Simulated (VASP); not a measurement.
The system is AlAs.

```
Al As
1.0
     0.00000    2.84088    2.84088
     2.84088    0.00000    2.84088
     2.84088    2.84088    0.00000
Al As
1 1
Direct
  0.00000 0.00000 0.00000
  0.25000 0.25000 0.25000
```

Program: VASP 6.6.1. Alike in all runs: task band structure; potentials or basis VASP PAW PBE potentials, release 64 (Al, As); no spin polarisation; cell as given; k mesh 8 × 8 × 8; cutoff (eV) 520; smearing gaussian 0.03 eV.

Q: Order these runs on this cell by their band gap on the k mesh, lowest first.
A. level PBE
B. level HSE06; screening parameter 0.2 1/A
C. level PBE0; exchange at q = 0 truncated

A: A (1.45 eV), B (2.12 eV), C (2.75 eV).

